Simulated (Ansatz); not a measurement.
**Response of NaI to small distortions**

```xyz
2
Lattice="0.0000 3.2364 3.2364 3.2364 0.0000 3.2364 3.2364 3.2364 0.0000" Properties=species:S:1:pos:R:3 pbc="T T T"
Na    0.0000    0.0000    0.0000
I     3.2364    3.2364    3.2364
```

Atom numbers follow the list: Na1, I2.

The cell is COD entry 9008681, as deposited and not checked against the literature; nothing was relaxed.

No spin–orbit coupling, which matters for the heavy atoms here.

The calculation used DFT, LDA, all-electron PAW with datasets made for the crystal, scalar-relativistic in Ansatz 0.2.0.

The runs use a Γ-centred 8×8×8 k mesh, Fermi–Dirac smearing of 0.02 eV, cutoff 260 eV (chosen by the program for this cell), no spin polarisation.

The unchanged cell is at -1.64 GPa.

x, y and z are the Cartesian axes of the cell as listed; fractional coordinates follow a strain, and an engineering shear is twice the off-diagonal strain component.

Vzz stands for the principal value of largest size of the field-gradient tensor, whatever its axis.

Spin–orbit coupling is left out, which moves gradients at and beside heavy atoms by some per cent and at worst by a factor of two.

**Question.** One change gave: energy change under 1 meV/atom; stress change (xx, yy, zz, yz, xz, xy) 0.00, 0.00, 0.00, -0.07, -0.07, -0.07 GPa, compression positive; Vzz in 10²¹ V/m²: Na1 0 → -0.02 (η = 0.00), I2 0 → 0.96 (η = 0.00); gap on the k mesh 3.33 → 3.31 eV. Which change was it?
A. equal xy, yz and zx engineering shear strains of -1 %
B. equal xy, yz and zx engineering shear strains of +1 %
C. equal xy, yz and zx engineering shear strains of +2 %
D. equal xy, yz and zx engineering shear strains of -2 %

**Answer.** B. For equal xy, yz and zx engineering shear strains of -2 %: energy change under 1 meV/atom; stress change (xx, yy, zz, yz, xz, xy) 0.00, 0.00, 0.00, 0.13, 0.13, 0.13 GPa, compression positive; Vzz in 10²¹ V/m²: Na1 0 → 0.05 (η = 0.00), I2 0 → -1.85 (η = 0.00); gap on the k mesh 3.33 → 3.24 eV. For equal xy, yz and zx engineering shear strains of -1 %: energy change under 1 meV/atom; stress change (xx, yy, zz, yz, xz, xy) 0.00, 0.00, 0.00, 0.07, 0.07, 0.07 GPa, compression positive; Vzz in 10²¹ V/m²: Na1 0 → 0.02 (η = 0.00), I2 0 → -0.94 (η = 0.00); gap on the k mesh 3.33 → 3.29 eV. For equal xy, yz and zx engineering shear strains of +2 %: energy change under 1 meV/atom; stress change (xx, yy, zz, yz, xz, xy) 0.00, 0.00, 0.00, -0.14, -0.14, -0.14 GPa, compression positive; Vzz in 10²¹ V/m²: Na1 0 → -0.05 (η = 0.00), I2 0 → 1.95 (η = 0.00); gap on the k mesh 3.33 → 3.28 eV.
